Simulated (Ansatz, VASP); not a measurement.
CdS (Greenockite): VASP beside Ansatz

```
CELL_PARAMETERS angstrom
4.15000 0.00000 0.00000
-2.07500 3.59401 0.00000
0.00000 0.00000 6.73700
ATOMIC_POSITIONS crystal
Cd 0.66667 0.33333 0.50000
Cd 0.33333 0.66667 0.00000
S 0.66667 0.33333 0.87500
S 0.33333 0.66667 0.37500
```

Alike in both runs: task relaxation of cell and atoms; functional revPBE; k mesh 7 × 7 × 4; occupations fermi-dirac, width 0.05 eV; no spin polarisation.

```csv
,VASP,Ansatz
version,VASP 6.6.1,Ansatz 0.2.0
potentials or method,"VASP PAW PBE potentials, release 64 (Cd, S)",Ansatz PAW
plane-wave cutoff (eV),600,420
valence electrons in the cell,36,52
```

Ansatz gave:

| Property | Result |
| --- | --- |
| gap on the k mesh at the Fermi level, each at its own relaxed structure (eV) | 1.18 |
| relaxed volume (Å³/atom) | 26.82 |
| relaxed cell length with the largest relative difference (Å) | 6.895 |
| energy change over the relaxation (meV/atom) | -19 |

Which values does VASP return?

gap on the k mesh at the Fermi level, each at its own relaxed structure (eV): 1.17; relaxed volume (Å³/atom): 26.93; relaxed cell length with the largest relative difference (Å): 6.912; energy change over the relaxation (meV/atom): -21.

The two sets of potentials don't hold the same shells in valence.

Caveats: the PAW data sets were made with another functional, which shifts forces and pressure a little (VASP); odd divisions of the mesh miss points on the zone boundary, where band edges often lie, so the gap on the mesh can be too wide (Ansatz); the plane-wave basis is chosen anew once the cell has moved, so the energies of steps on either side of that aren't comparable (Ansatz); the PAW data sets come from PBE, with cores solved anew for the run's functional, which leaves a small shift of forces and pressure (Ansatz). revPBE gives volumes clearly too large for solids. A hybrid or GW would open this gap; revPBE tends to underestimate it.
